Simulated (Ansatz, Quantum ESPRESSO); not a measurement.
## PdIn: the pressure in 2 programs

The cell as given:

Space group Pm-3m (No. 221). a = 3.272 Å, b = 3.272 Å, c = 3.272 Å, α = 90.00°, β = 90.00°, γ = 90.00°
```csv
atom,site,symmetry,x,y,z
In,1a,m-3m,0.0000,0.0000,0.0000
Pd,1b,m-3m,0.5000,0.5000,0.5000
```

The cell comes from a database or a generator and needn't be the stable form of this composition.

Kept alike: task relaxation of cell and atoms; functional PBEsol; k mesh 8 × 8 × 8; occupations fermi-dirac, width 0.05 eV; no spin polarisation. The mesh is that of the run's cell of 2 atoms. No spin-orbit coupling.

- A: Ansatz, Ansatz PAW, made for PBE, cutoff 420 eV
- B: Quantum ESPRESSO, GBRV 1.5 PBEsol, cutoff 871 eV

```csv
pressure (GPa),A: volume (Å³/atom),B: volume (Å³/atom)
0,17.113,16.940
2,16.878,16.713
5,16.559,?
10,16.098,15.962
20,15.362,15.253
```

Values on potentials made for another functional: all of A. Values hold for each row's relaxed cell, which stops near the pressure aimed at. Ansatz's stress holds its Pulay term. The runs follow the start's structure, whether or not it is the stable one at these pressures. For a metal such a mesh leaves the last digits unconverged.

Estimate the value left open.

In the median of the other rows B lies -0.150 Å³/atom from the other column, which points to 16.409; the run gave 16.405 Å³/atom, -0.004 from it.
